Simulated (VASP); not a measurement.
Runs of VASP 6.6.1 on Ga2O3. Symmetry: R-3c, No. 167, trigonal system. The conventional cell has a = 4.983 Å, b = 4.983 Å, c = 13.433 Å, α = 90.00°, β = 90.00°, γ = 120.00°. Ga (site symmetry 3) is surrounded by 6 O at 1.92 to 2.08 Å. O (site symmetry 2) is surrounded by 4 Ga at 1.92 to 2.08 Å. The cell was built by a generator and needn't be a form met in nature.

| level | potentials or basis | gap on the mesh (eV) | pressure (GPa) | relaxed volume (Å³/atom) | largest force (eV/Å) |
| --- | --- | --- | --- | --- | --- |
| LDA | VASP PAW LDA potentials, release 64 (Ga_d, O) | (a) | 0.0 | 9.47 | - |
| r2SCAN | VASP PAW PBE potentials, release 64 (Ga_d, O) | 3.52 | 0.0 | (c) | 0.01 |
| PBEsol | VASP PAW PBE potentials, release 64 (Ga_d, O) | 2.73 | 0.0 | 9.72 | 0.02 |
| PBE | VASP PAW PBE potentials, release 64 (Ga_d, O) | (b) | 0.1 | 10.09 | 0.02 |

Alike in all rows: task relaxation of cell and atoms; no spin polarisation; cell relaxed; k mesh 4 × 4 × 4; cutoff (eV) 600; smearing fermi-dirac 0.05 eV.

**Question.** Estimate the missing entries.

**Answer.** (a) 3.03; (b) 2.40; (c) 9.70.

Caveats: the PAW data sets were made with another functional, which shifts forces and pressure a little (some runs).

A k mesh can miss the band edges, and the runs leave out spin-orbit coupling on Ga.
